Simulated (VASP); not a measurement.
# BaHfO3 (Pm-3m) in VASP: Born charges and dielectric tensor with LDA

Aim: the Born charges and dielectric tensor of BaHfO3 with LDA.

Everything below comes from runs of VASP 6.6.1. Logs are shortened: lines on timing, memory, paths and dates and some standing lists are left out, and cuts for length are marked.

### 1 The crystal as given

It takes space group Pm-3m (No. 221, cubic). Conventional cell: a = 4.121 Å, b = 4.121 Å, c = 4.121 Å, α = 90.00°, β = 90.00°, γ = 90.00°. Ba (site symmetry m-3m) has 12 O at 2.91 Å as nearest neighbours. Around Hf (site symmetry m-3m) lie 6 O at 2.06 Å. O (site symmetry 4/mmm) has 2 Hf at 2.06 Å as nearest neighbours.

The cell comes from a database or a generator and needn't be the stable form of this composition.

### 2 Born charges and dielectric tensor, LDA

INCAR

```
  PREC = Accurate
  ENCUT = 600
  EDIFF = 1E-8
  ISMEAR = 0
  SIGMA = 0.02
  LREAL = F
  LASPH = T
  NELM = 80
  ALGO = Fast
  ISIF = 2
  LWAVE = F
  LCHARG = F
  LEPSILON = T
  IBRION = 8
  NSW = 1
```

KPOINTS

```
regular mesh
0
Gamma
  6 6 6
```

POSCAR

```
BaHfO3
1.0
    4.1212200000      0.0000000000      0.0000000000
    0.0000000000      4.1212200000      0.0000000000
    0.0000000000      0.0000000000      4.1212200000
Ba Hf O
1 1 3
Direct
    0.5000000000      0.5000000000      0.5000000000
    0.0000000000      0.0000000000      0.0000000000
    0.0000000000      0.5000000000      0.0000000000
    0.5000000000      0.0000000000      0.0000000000
    0.0000000000      0.0000000000      0.5000000000
```

Potentials or basis: VASP PAW LDA potentials, release 64 (Ba_sv, Hf_pv, O).

Launch:

```sh
$ cat potpaw_LDA.64/Ba_sv/POTCAR potpaw_LDA.64/Hf_pv/POTCAR potpaw_LDA.64/O/POTCAR > POTCAR
$ mpirun -np 1 vasp_std > vasp.out
```

OUTCAR:

```text
PREC = Accurate
   ENCUT = 600
   EDIFF = 1E-8
   ISMEAR = 0
   LREAL = F
   LASPH = T
   NELM = 80
   ISIF = 2
   LEPSILON = T
   IBRION = 8
   NSW = 1

 ion  position               nearest neighbor table
   1  0.500  0.500  0.500-   3 2.91   4 2.91   5 2.91   3 2.91   4 2.91   4 2.91   5 2.91   4 2.91
                             3 2.91   5 2.91   3 2.91   5 2.91   2 3.57   2 3.57   2 3.57   2 3.57
   2  0.000  0.000  0.000-   3 2.06   4 2.06   5 2.06   5 2.06   3 2.06   4 2.06   1 3.57   1 3.57
                             1 3.57   1 3.57   1 3.57   1 3.57   1 3.57   1 3.57
   3  0.000  0.500  0.000-   2 2.06   2 2.06   1 2.91   1 2.91   1 2.91   1 2.91
   4  0.500  0.000  0.000-   2 2.06   2 2.06   1 2.91   1 2.91   1 2.91   1 2.91
   5  0.000  0.000  0.500-   2 2.06   2 2.06   1 2.91   1 2.91   1 2.91   1 2.91

  LATTYP: Found a simple cubic cell.
 ALAT       =     4.1212200000

  Lattice vectors:

 A1 = (   4.1212200000,   0.0000000000,   0.0000000000)
 A2 = (   0.0000000000,   4.1212200000,   0.0000000000)
 A3 = (   0.0000000000,   0.0000000000,   4.1212200000)

Analysis of symmetry for initial positions (statically):
=====================================================================
 Subroutine PRICEL returns:
 Original cell was already a primitive cell.

 Routine SETGRP: Setting up the symmetry group for a
 simple cubic supercell.

 Subroutine GETGRP returns: Found 48 space group operations
 (whereof 48 operations were pure point group operations)
 out of a pool of 48 trial point group operations.

The static configuration has the point symmetry O_h .

Analysis of symmetry for dynamics (positions and initial velocities):
=====================================================================
 Subroutine PRICEL returns:
 Original cell was already a primitive cell.

 Routine SETGRP: Setting up the symmetry group for a
 simple cubic supercell.

 Subroutine GETGRP returns: Found 48 space group operations
 (whereof 48 operations were pure point group operations)
 out of a pool of 48 trial point group operations.

The dynamic configuration has the point symmetry O_h .

 Subroutine INISYM returns: Found 48 space group operations
 (whereof 48 operations are pure point group operations),
 and found     1 'primitive' translations

----------------------------------------------------------------------------------------

                                     Primitive cell

  volume of cell :      69.9967

  direct lattice vectors                    reciprocal lattice vectors
     4.121220000  0.000000000  0.000000000     0.242646595  0.000000000  0.000000000
     0.000000000  4.121220000  0.000000000     0.000000000  0.242646595  0.000000000
     0.000000000  0.000000000  4.121220000     0.000000000  0.000000000  0.242646595

  length of vectors
     4.121220000  4.121220000  4.121220000     0.242646595  0.242646595  0.242646595

  position of ions in fractional coordinates (direct lattice)
     0.500000000  0.500000000  0.500000000
     0.000000000  0.000000000  0.000000000
     0.000000000  0.500000000  0.000000000
     0.500000000  0.000000000  0.000000000
     0.000000000  0.000000000  0.500000000

[... 735 lines left out ...]
    -0.00993  0.00000  0.00000
     0.00000  0.04027  0.00000
     0.00000 -0.00000 -0.00993

 MACROSCOPIC STATIC DIELECTRIC TENSOR (including local field effects in DFT)
 ------------------------------------------------------
           4.746889     0.000000    -0.000000
           0.000000     4.746889    -0.000000
           0.000000     0.000000     4.746889
 ------------------------------------------------------

 PIEZOELECTRIC TENSOR (including local field effects)  for field in x, y, z        (e  Angst)
          XX          YY          ZZ          XY          YZ          ZX
  --------------------------------------------------------------------------------
  x     0.00000     0.00000     0.00000     0.00000     0.00000     0.00000
  y     0.00000     0.00000     0.00000     0.00000     0.00000     0.00000
  z     0.00000     0.00000     0.00000     0.00000     0.00000     0.00000

 PIEZOELECTRIC TENSOR (including local field effects)  for field in x, y, z        (C/m^2)
          XX          YY          ZZ          XY          YZ          ZX
  --------------------------------------------------------------------------------
  x     0.00000     0.00000     0.00000     0.00000     0.00000     0.00000
  y     0.00000     0.00000     0.00000     0.00000     0.00000     0.00000
  z     0.00000     0.00000     0.00000     0.00000     0.00000     0.00000

 BORN EFFECTIVE CHARGES (including local field effects) (in |e|, cummulative output)
 ---------------------------------------------------------------------------------
 ion    1
    1     2.74957     0.00000    -0.00000
    2     0.00000     2.74957    -0.00000
    3    -0.00000    -0.00000     2.74957
 ion    2
    1     5.86267    -0.00000     0.00000
    2    -0.00000     5.86267     0.00000
    3     0.00000     0.00000     5.86267
 ion    3
    1    -2.02947    -0.00000    -0.00000
    2    -0.00000    -4.55329     0.00000
    3    -0.00000    -0.00000    -2.02947
 ion    4
    1    -4.55329    -0.00000     0.00000
    2    -0.00000    -2.02947    -0.00000
    3    -0.00000    -0.00000    -2.02947
 ion    5
    1    -2.02947    -0.00000    -0.00000
    2    -0.00000    -2.02947    -0.00000
    3     0.00000     0.00000    -4.55329

 INTERNAL STRAIN TENSOR FOR ION    5 for displacements in x,y,z  (eV/Angst):
          X           Y           Z          XY          YZ          ZX
  --------------------------------------------------------------------------------
  x     0.00000     0.00000     0.00000     0.00000     0.00000     0.00000
  y     0.00000     0.00000     0.00000     0.00000     0.00000     0.00000
  z     0.00000     0.00000     0.00000     0.00000     0.00000     0.00000

 SECOND DERIVATIVES (NOT SYMMETRIZED)
 ------------------------------------
               1X          1Y          1Z          2X          2Y          2Z          3X          3Y          3Z          4X          4Y          4Z          5X          5Y          5Z
  1X    -4.510615   -0.000000   -0.000000    3.834161    0.000000    0.000000   -0.256401   -0.000000    0.000000    1.189255   -0.000000    0.000000   -0.256401   -0.000000   -0.000000
  1Y    -0.000000   -4.510615    0.000000    0.000000    3.834161   -0.000000   -0.000000    1.189255    0.000000   -0.000000   -0.256401   -0.000000   -0.000000   -0.256401   -0.000000
  1Z    -0.000000   -0.000000   -4.510615   -0.000000   -0.000000    3.834161    0.000000   -0.000000   -0.256401   -0.000000    0.000000   -0.256401    0.000000    0.000000    1.189255
  2X     3.828275   -0.000000    0.000000  -11.344627    0.000000   -0.000000    0.349630   -0.000000    0.000000    6.817092    0.000000   -0.000000    0.349630   -0.000000    0.000000
  2Y     0.000000    3.828275   -0.000000   -0.000000  -11.344627   -0.000000    0.000000    6.817092    0.000000   -0.000000    0.349630    0.000000    0.000000    0.349630    0.000000
  2Z    -0.000000   -0.000000    3.828275    0.000000    0.000000  -11.344627    0.000000   -0.000000    0.349630   -0.000000    0.000000    0.349630   -0.000000   -0.000000    6.817092
  3X    -0.261769    0.000000    0.000000    0.339032    0.000000    0.000000   -3.094344    0.000000    0.000000    3.590596    0.000000    0.000000   -0.573515    0.000000    0.000000
  3Y    -0.000000    1.176423   -0.000000    0.000000    6.805134    0.000000    0.000000  -15.160052    0.000000   -0.000000    3.589248   -0.000000   -0.000000    3.589248   -0.000000
  3Z     0.000000    0.000000   -0.261769    0.000000    0.000000    0.339032    0.000000    0.000000   -3.094344    0.000000    0.000000   -0.573515    0.000000    0.000000    3.590596
  4X     1.176423   -0.000000   -0.000000    6.805134    0.000000    0.000000    3.589248   -0.000000   -0.000000  -15.160052    0.000000    0.000000    3.589248   -0.000000   -0.000000
  4Y     0.000000   -0.261769    0.000000    0.000000    0.339032    0.000000    0.000000    3.590596    0.000000    0.000000   -3.094344    0.000000    0.000000   -0.573515    0.000000
  4Z     0.000000    0.000000   -0.261769    0.000000    0.000000    0.339032    0.000000    0.000000   -0.573515    0.000000    0.000000   -3.094344    0.000000    0.000000    3.590596
  5X    -0.261769    0.000000    0.000000    0.339032    0.000000    0.000000   -0.573515    0.000000    0.000000    3.590596    0.000000    0.000000   -3.094344    0.000000    0.000000
  5Y     0.000000   -0.261769    0.000000    0.000000    0.339032    0.000000    0.000000    3.590596    0.000000    0.000000   -0.573515    0.000000    0.000000   -3.094344    0.000000
  5Z     0.000000    0.000000    1.176423   -0.000000   -0.000000    6.805134    0.000000    0.000000    3.589248    0.000000    0.000000    3.589248   -0.000000   -0.000000  -15.160052

 Eigenvectors and eigenvalues of the dynamical matrix
 ----------------------------------------------------

   1 f  =   16.257008 THz   102.145794 2PiTHz  542.275417 cm-1    67.233553 meV
             X         Y         Z           dx          dy          dz
      2.060610  2.060610  2.060610    -0.022351    0.000227    0.000000
      0.000000  0.000000  0.000000    -0.112971    0.001145   -0.000000
      0.000000  2.060610  0.000000    -0.244472   -0.009438   -0.000000
      2.060610  0.000000  0.000000     0.931183    0.002478   -0.000000
      0.000000  0.000000  2.060610    -0.244472    0.002478   -0.000000
[... 105 lines left out ...]
  15 f/i=    0.010588 THz     0.066525 2PiTHz    0.353169 cm-1     0.043787 meV
             X         Y         Z           dx          dy          dz
      2.060610  2.060610  2.060610    -0.008799   -0.611334    0.041940
      0.000000  0.000000  0.000000    -0.010062   -0.699094    0.047960
      0.000000  2.060610  0.000000    -0.003029   -0.209978    0.014436
      2.060610  0.000000  0.000000    -0.003022   -0.210425    0.014436
      0.000000  0.000000  2.060610    -0.003029   -0.210425    0.014405

--------------------------------------------------------------------------------------------------------

 MACROSCOPIC STATIC DIELECTRIC TENSOR IONIC CONTRIBUTION
 ------------------------------------------------------
          31.917158    -0.000000    -0.000000
          -0.000000    31.917158    -0.000000
          -0.000000    -0.000000    31.917158
 ------------------------------------------------------

 ELASTIC MODULI CONTR FROM IONIC RELAXATION (kBar)
 Direction    XX          YY          ZZ          XY          YZ          ZX
 --------------------------------------------------------------------------------
 XX           0.0000      0.0000      0.0000      0.0000      0.0000      0.0000
 YY           0.0000      0.0000      0.0000      0.0000      0.0000      0.0000
 ZZ           0.0000      0.0000      0.0000      0.0000      0.0000      0.0000
 XY           0.0000      0.0000      0.0000      0.0000      0.0000      0.0000
 YZ           0.0000      0.0000      0.0000      0.0000      0.0000      0.0000
 ZX           0.0000      0.0000      0.0000      0.0000      0.0000      0.0000
 --------------------------------------------------------------------------------

 PIEZOELECTRIC TENSOR IONIC CONTR  for field in x, y, z        (C/m^2)
          XX          YY          ZZ          XY          YZ          ZX
  --------------------------------------------------------------------------------
  x     0.00000     0.00000     0.00000     0.00000     0.00000     0.00000
  y     0.00000     0.00000     0.00000     0.00000     0.00000     0.00000
  z     0.00000     0.00000     0.00000     0.00000     0.00000     0.00000
```

Run time: 18 min. Hardware: 1 thread of Intel Xeon Platinum 8259CL at 2.50GHz (Skylake/Cascade Lake), shared host; peak memory 0.57 GiB.

What came out:

- Band gap on the k mesh: 3.48 eV, indirect (least direct gap 3.64 eV)
- Electronic dielectric tensor (diagonal): 4.75
- Born charges (mean of the diagonal): Ba +2.75; Hf +5.86; O -2.87 e
- Highest phonon frequency at Γ, LO-TO splitting left out: 542 cm⁻¹

Phonon frequencies in cm⁻¹ (negative: imaginary):
```tsv
q point	frequencies
(0.000, 0.000, 0.000)	0 0 0 116 116 116 197 197 197 207 207 207 542 542 542
```

Electronic dielectric tensor:
```
4.75 0.00 0.00
0.00 4.75 0.00
0.00 0.00 4.75
```

Born effective charge tensors (e):
atom 1, Ba
```
2.75 0.00 0.00
0.00 2.75 0.00
0.00 0.00 2.75
```
atom 2, Hf
```
5.86 0.00 0.00
0.00 5.86 0.00
0.00 0.00 5.86
```
atom 3, O
```
-2.03  0.00  0.00
 0.00 -4.55  0.00
 0.00  0.00 -2.03
```
atom 4, O
```
-4.55  0.00  0.00
 0.00 -2.03  0.00
 0.00  0.00 -2.03
```
atom 5, O
```
-2.03  0.00  0.00
 0.00 -2.03  0.00
 0.00  0.00 -4.55
```

Caveat: spin-orbit coupling is left out, which moves the levels of the heavy elements. A k mesh can miss the band edges.
